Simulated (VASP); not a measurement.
# Na2S (Fm-3m) in VASP: settings compared

Aim: see how the results for Na2S move with the level of theory and the settings. Levels: PBEsol, r2SCAN. Tasks: single point, relaxation of cell and atoms.

All numbers are computed with VASP 6.6.1; they aren't measurements. Logs are shortened: lines on timing, memory, paths and dates and some standing lists are left out, and cuts for length are marked.

### Step 1. The crystal as given

Symmetry: Fm-3m, No. 225, cubic system. Conventional cell: a = 6.501 Å, b = 6.501 Å, c = 6.501 Å, α = 90.00°, β = 90.00°, γ = 90.00°. Na (site symmetry -43m) has 4 S at 2.82 Å as nearest neighbours. S (site symmetry m-3m) has 8 Na at 2.82 Å as nearest neighbours.

### Step 2. Single point, PBEsol

INCAR

```
SYSTEM = Na2S
PREC = Accurate
ENCUT = 520
EDIFF = 1E-6
ISMEAR = 0
SIGMA = 0.01
LREAL = .FALSE.
LASPH = .TRUE.
NELM = 100
ALGO = Normal
ISIF = 2
LWAVE = .FALSE.
LCHARG = .FALSE.
GGA = PS
NBANDS = 17
```

KPOINTS

```
Automatic mesh
0
G
  5 5 5
  0 0 0
```

POSCAR

```
Na2S
1.0
    0.0000000000      3.2506694319      3.2506694319
    3.2506694319      0.0000000000      3.2506694319
    3.2506694319      3.2506694319      0.0000000000
Na S
2 1
Direct
    0.2500000000      0.2500000000      0.2500000000
    0.7500000000      0.7500000000      0.7500000000
    0.0000000000      0.0000000000      0.0000000000
```

Potentials or basis: VASP PAW PBE potentials, release 64 (Na_pv, S).

Launch:

```
> cat potpaw_PBE.64/Na_pv/POTCAR potpaw_PBE.64/S/POTCAR > POTCAR
> mpirun -np 1 vasp_std > vasp.out
```

OUTCAR:

```text
SYSTEM = Na2S
   PREC = Accurate
   ENCUT = 520
   EDIFF = 1E-6
   ISMEAR = 0
   LREAL = .FALSE.
   LASPH = .TRUE.
   NELM = 100
   ISIF = 2
   GGA = PS

 ion  position               nearest neighbor table
   1  0.250  0.250  0.250-
   2  0.750  0.750  0.750-
   3  0.000  0.000  0.000-

  LATTYP: Found a face centered cubic cell.
 ALAT       =     6.5013388638

  Lattice vectors:

 A1 = (   0.0000000000,   3.2506694319,   3.2506694319)
 A2 = (   3.2506694319,   0.0000000000,   3.2506694319)
 A3 = (   3.2506694319,   3.2506694319,   0.0000000000)

Analysis of symmetry for initial positions (statically):
=====================================================================
 Subroutine PRICEL returns:
 Original cell was already a primitive cell.

 Routine SETGRP: Setting up the symmetry group for a
 face centered cubic supercell.

 Subroutine GETGRP returns: Found 48 space group operations
 (whereof 48 operations were pure point group operations)
 out of a pool of 48 trial point group operations.

The static configuration has the point symmetry O_h .

Analysis of symmetry for dynamics (positions and initial velocities):
=====================================================================
 Subroutine PRICEL returns:
 Original cell was already a primitive cell.

 Routine SETGRP: Setting up the symmetry group for a
 face centered cubic supercell.

 Subroutine GETGRP returns: Found 48 space group operations
 (whereof 48 operations were pure point group operations)
 out of a pool of 48 trial point group operations.

The dynamic configuration has the point symmetry O_h .

 Subroutine INISYM returns: Found 48 space group operations
 (whereof 48 operations are pure point group operations),
 and found     1 'primitive' translations

----------------------------------------------------------------------------------------

                                     Primitive cell

  volume of cell :      68.6987

  direct lattice vectors                    reciprocal lattice vectors
     0.000000000  3.250669432  3.250669432    -0.153814471  0.153814471  0.153814471
     3.250669432  0.000000000  3.250669432     0.153814471 -0.153814471  0.153814471
     3.250669432  3.250669432  0.000000000     0.153814471  0.153814471 -0.153814471

  length of vectors
     4.597140797  4.597140797  4.597140797     0.266414479  0.266414479  0.266414479

  position of ions in fractional coordinates (direct lattice)
     0.250000000  0.250000000  0.250000000
     0.750000000  0.750000000  0.750000000
     0.000000000  0.000000000  0.000000000

  ion indices of the primitive-cell ions
   primitive index   ion index
                 1           1
                 2           2
                 3           3

----------------------------------------------------------------------------------------

 KPOINTS: Automatic mesh

Automatic generation of k-mesh.
 Grid dimensions read from file:
 generate k-points for:    5    5    5

 Generating k-lattice:

  Cartesian coordinates                     Fractional coordinates (reciprocal lattice)
    -0.030762894  0.030762894  0.030762894     0.200000000  0.000000000  0.000000000
     0.030762894 -0.030762894  0.030762894     0.000000000  0.200000000  0.000000000
     0.030762894  0.030762894 -0.030762894     0.000000000  0.000000000  0.200000000

  Length of vectors
     0.053282896  0.053282896  0.053282896

  Shift w.r.t. Gamma in fractional coordinates (k-lattice)
     0.000000000  0.000000000  0.000000000

 Subroutine IBZKPT returns following result:
 ===========================================

 Found     10 irreducible k-points:

 Following reciprocal coordinates:
            Coordinates               Weight
  0.000000  0.000000  0.000000      1.000000
  0.200000  0.000000  0.000000      8.000000
  0.400000  0.000000  0.000000      8.000000
  0.200000  0.200000  0.000000      6.000000
  0.400000  0.200000  0.000000     24.000000
 -0.400000  0.200000  0.000000     24.000000
 -0.200000  0.200000  0.000000     12.000000
  0.400000  0.400000  0.000000      6.000000
 -0.400000  0.400000  0.000000     12.000000
 -0.400000  0.400000  0.200000     24.000000
   k-points           NKPTS =     10   k-points in BZ     NKDIM =     10   number of bands    NBANDS=     17
   number of dos      NEDOS =    301   number of ions     NIONS =      3
   total plane-waves  NPLWV =  46656
   dimension x,y,z NGX =    36 NGY =   36 NGZ =   36
   dimension x,y,z NGXF=    72 NGYF=   72 NGZF=   72
   ions per type =               2   1
   NGX,Y,Z   is equivalent  to a cutoff of  13.02, 13.02, 13.02 a.u.
   NGXF,Y,Z  is equivalent  to a cutoff of  26.04, 26.04, 26.04 a.u.
 SYSTEM =  Na2S
   PREC   = accura    normal or accurate (medium, high low for compatibility)
   ISTART =      0    job   : 0-new  1-cont  2-samecut
   ICHARG =      2    charge: 1-file 2-atom 10-const
   ISPIN  =      1    spin polarized calculation?
   LNONCOLLINEAR =      F non collinear calculations
   LSORBIT =      F    spin-orbit coupling
   LASPH  =      T    aspherical Exc in radial PAW
   ENCUT  =  520.0 eV  38.22 Ry    6.18 a.u.   8.55  8.55  8.55*2*pi/ulx,y,z
   NELM   =    100;   NELMIN=  2; NELMDL= -5     # of ELM steps
   EDIFF  = 0.1E-05   stopping-criterion for ELM
   LREAL  =      F    real-space projection
   EDIFFG = 0.1E-04   stopping-criterion for IOM
   NSW    =      0    number of steps for IOM
   IBRION =     -1    ionic relax: 0-MD 1-quasi-New 2-CG
   NFREE  =      0    steps in history (QN), initial steepest desc. (CG)
   ISIF   =      2    stress and relaxation
   ISYM   =      2    0-nonsym 1-usesym 2-fastsym
   POTIM  = 0.5000    time-step for ionic-motion
   TEBEG  =    0.0;   TEEND  =   0.0 temperature during run
   PSTRESS=    0.0 pullay stress
   NELECT =      20.0000    total number of electrons
   NUPDOWN=      -1.0000    fix difference up-down
   EMIN   =  10.00;   EMAX   =-10.00  energy-range for DOS
   EFERMI =   0.00;   METHOD = LEGACY
   ISMEAR =     0;   SIGMA  =   0.01  broadening in eV -4-tet -1-fermi 0-gaus
   EFERMI_NEDOS =   21; number of points for ismear=-14 and -15
   IALGO  =     38    algorithm
   IMIX   =      4    mixing-type and parameters
     AMIX     =   0.40;   BMIX     =  1.00
     AMIX_MAG =   1.60;   BMIX_MAG =  1.00
  volume/ion in A,a.u.               =      22.90       154.53
  Fermi-wavevector in a.u.,A,eV,Ry     =   1.085014  2.050379 16.017533  1.177255
  Thomas-Fermi vector in A             =   2.221118
   LORBIT       =      0    0 simple, 1 ext, 2 COOP (PROOUT), +10 PAW based schemes
   GGA     = PS    functional components
   LHFCALC =     F    Hartree Fock is set to
   AEXX    =    0.0000 exact exchange contribution
   IVDW    =     0    specifies the selected vdW correction
   LEPSILON=     F    determine dielectric tensor
   LRPA    =     F    only Hartree local field effects (RPA)
 non-spin polarized calculation
 Gauss-broadening in eV      SIGMA  =   0.01
  energy-cutoff  :      520.00
  volume of cell :       68.70
 maximum number of plane-waves:      1865
 NGX is ok and might be reduce to    36
   NGX = 17   NGY = 17   NGZ = 17

 number of electron      19.9999984 magnetization

 Free energy of the ion-electron system (eV)
  ---------------------------------------------------
  ext. energy  EPLUGINS =         0.00000000
  ---------------------------------------------------
  free energy    TOTEN  =       -10.37435531 eV

  energy without entropy =      -10.37435531  energy(sigma->0) =      -10.37435531

 E-fermi :   0.3165     XC(G=0):  -8.0229

 val. band max:        0.1912255055   @ k =   0.0000   0.0000   0.0000
 cond. band min:       2.6140954463   @ k =   0.0000   0.0000   0.0000
 fundamental gap:      2.4228699407
 Fermi energy:         0.3164532377

 k-point     1 :       0.0000    0.0000    0.0000
  band No.  band energies     occupation
      1     -21.8393      2.00000
      2     -21.8393      2.00000
      3     -21.8393      2.00000
      4     -21.7810      2.00000
      5     -21.7810      2.00000
      6     -21.7810      2.00000
[... 9 lines left out ...]
     16       9.5304      0.00000
     17      11.3819      0.00000

 k-point     2 :       0.2000    0.0000    0.0000
  band No.  band energies     occupation
      1     -21.8358      2.00000
      2     -21.8341      2.00000
      3     -21.8341      2.00000
      4     -21.7894      2.00000
      5     -21.7869      2.00000
      6     -21.7869      2.00000
[... 9 lines left out ...]
     16       9.1075      0.00000
     17      10.6075      0.00000

 k-point     3 :       0.4000    0.0000    0.0000
  band No.  band energies     occupation
      1     -21.8255      2.00000
      2     -21.8201      2.00000
      3     -21.8201      2.00000
      4     -21.8075      2.00000
      5     -21.8020      2.00000
      6     -21.8020      2.00000
[... 9 lines left out ...]
     16      10.6241      0.00000
     17      10.9229      0.00000

 k-point     4 :       0.2000    0.2000    0.0000
  band No.  band energies     occupation
      1     -21.8436      2.00000
      2     -21.8435      2.00000
      3     -21.8141      2.00000
      4     -21.8114      2.00000
      5     -21.7782      2.00000
      6     -21.7782      2.00000
[... 9 lines left out ...]
     16      10.0637      0.00000
     17      12.2543      0.00000

 k-point     5 :       0.4000    0.2000    0.0000
  band No.  band energies     occupation
      1     -21.8427      2.00000
      2     -21.8407      2.00000
      3     -21.8354      2.00000
      4     -21.7931      2.00000
      5     -21.7834      2.00000
      6     -21.7822      2.00000
[... 9 lines left out ...]
     16      11.2577      0.00000
     17      11.8114      0.00000

 k-point     6 :      -0.4000    0.2000    0.0000
  band No.  band energies     occupation
      1     -21.8501      2.00000
      2     -21.8301      2.00000
      3     -21.8261      2.00000
      4     -21.7996      2.00000
      5     -21.7968      2.00000
      6     -21.7783      2.00000
[... 9 lines left out ...]
     16      10.4287      0.00000
     17      12.1402      0.00000

 k-point     7 :      -0.2000    0.2000    0.0000
  band No.  band energies     occupation
      1     -21.8485      2.00000
      2     -21.8191      2.00000
      3     -21.8164      2.00000
      4     -21.8098      2.00000
      5     -21.8053      2.00000
      6     -21.7756      2.00000
[... 9 lines left out ...]
     16      10.9254      0.00000
     17      11.6941      0.00000

 k-point     8 :       0.4000    0.4000    0.0000
  band No.  band energies     occupation
      1     -21.8601      2.00000
      2     -21.8504      2.00000
      3     -21.8504      2.00000
      4     -21.7738      2.00000
      5     -21.7738      2.00000
      6     -21.7730      2.00000
[... 9 lines left out ...]
     16      11.5860      0.00000
     17      12.5449      0.00000

 k-point     9 :      -0.4000    0.4000    0.0000
  band No.  band energies     occupation
      1     -21.8655      2.00000
      2     -21.8463      2.00000
      3     -21.8448      2.00000
      4     -21.7804      2.00000
      5     -21.7794      2.00000
      6     -21.7673      2.00000
[... 9 lines left out ...]
     16      11.2670      0.00000
     17      12.9798      0.00000

 k-point    10 :      -0.4000    0.4000    0.2000
  band No.  band energies     occupation
      1     -21.8581      2.00000
      2     -21.8526      2.00000
      3     -21.8236      2.00000
      4     -21.8013      2.00000
      5     -21.7756      2.00000
      6     -21.7713      2.00000
[... 9 lines left out ...]
     16      10.6954      0.00000
     17      12.9337      0.00000

------------------------ aborting loop because EDIFF is reached ----------------------------------------

  FORCE on cell =-STRESS in cart. coord.  units (eV):
  Direction    XX          YY          ZZ          XY          YZ          ZX
  --------------------------------------------------------------------------------------
  -------------------------------------------------------------------------------------
  Total        0.0298746      0.0298746      0.0298746      0.0000000      0.0000000     -0.0000000
  in kB        0.6967290      0.6967290      0.6967290      0.0000000      0.0000000     -0.0000000
  external PRESSURE =       0.6967290 kB  Pullay stress =       0.0000000 kB

 VOLUME and BASIS-vectors are now :
 -----------------------------------------------------------------------------
  energy-cutoff  :      520.00
  volume of cell :       68.70
      direct lattice vectors                 reciprocal lattice vectors
     0.000000000  3.250669432  3.250669432    -0.153814471  0.153814471  0.153814471
     3.250669432  0.000000000  3.250669432     0.153814471 -0.153814471  0.153814471
     3.250669432  3.250669432  0.000000000     0.153814471  0.153814471 -0.153814471

 POSITION                                       TOTAL-FORCE (eV/Angst)
 -----------------------------------------------------------------------------------
      1.62533      1.62533      1.62533        -0.000000     -0.000000      0.000000
      4.87600      4.87600      4.87600        -0.000000      0.000000     -0.000000
      0.00000      0.00000      0.00000         0.000000      0.000000      0.000000
 -----------------------------------------------------------------------------------
    total drift:                                0.000000      0.000000      0.000000

  FREE ENERGIE OF THE ION-ELECTRON SYSTEM (eV)
  ---------------------------------------------------
  free  energy   TOTEN  =       -10.3743553062 eV

  energy  without entropy=      -10.3743553062  energy(sigma->0) =      -10.37435531
```

Run time: 8.1 s. Hardware: 1 thread of Intel Xeon 6975P-C (Granite Rapids), shared host; peak memory 0.19 GiB.

What came out:

```yaml
Free_energy: -10.3744 eV
Pressure: 0.1 GPa
Band_gap_on_the_k_mesh: 2.42 eV, direct
```

Levels at points of the mesh, in eV from the valence-band top:
```tsv
k point	band 6	band 7	band 8	band 9	band 10	band 11	band 12	band 13	band 14	band 15
(0.00, 0.00, 0.00)	-21.97	-10.15	0.00	0.00	0.00	2.42	7.72	7.72	7.72	9.34
```

Caveat: the PAW data sets were made with another functional, which shifts forces and pressure a little.

[end of part 1 of 2]
